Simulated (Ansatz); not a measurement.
**Yb under changes of volume**

One of the cells (39.836 Å³/atom); the others are scaled copies at fixed shape and fractional positions:

```xyz
1
Lattice="-2.1515 2.1515 2.1515 2.1515 -2.1515 2.1515 2.1515 2.1515 -2.1515" Properties=species:S:1:pos:R:3 pbc="T T T"
Yb    0.0000    0.0000    0.0000
```

This isn't the form of Yb at room conditions, which is fcc.

* Program: Ansatz 0.2.0
* Functional: PBE
* Potentials or basis: all-electron LAPW, scalar-relativistic
* Cutoff: 198 eV (chosen from the basis error)
* Basis error allowed: 0.0005 eV/atom
* k mesh: 9 × 9 × 9
* Occupations: fermi-dirac, width 0.05 eV
* Spin: collinear spin, ferromagnetic start
* Starting moments: [1.0] μB

| volume (Å³/atom) | energy over the lowest point (meV/atom) | pressure (GPa) |
| --- | --- | --- |
| 37.446 | 0.00 | -1.4 |
| 38.242 | 7.56 | -1.7 |
| 39.039 | ? | ? |
| 39.836 | 26.77 | -2.2 |
| 40.633 | 38.15 | -2.4 |
| 41.429 | 50.56 | -2.6 |
| 42.226 | 63.89 | -2.7 |

Problem. What does the run at 39.039 Å³/atom give?

Solution. Energy over the lowest point 16.53 meV/atom; pressure -1.9 GPa.

Worked out: A Birch-Murnaghan fit of order 3 (a polynomial in V^(-2/3)) to the other rows has no minimum within the range. It gives 16.53 meV/atom at 39.039 Å³/atom, against the run's 16.53, and -dE/dV = -1.9 GPa, against -1.9.

Energies are extrapolated to zero smearing.

Caveats: an open f shell can end in a state above the lowest; the starting moments weren't kept.
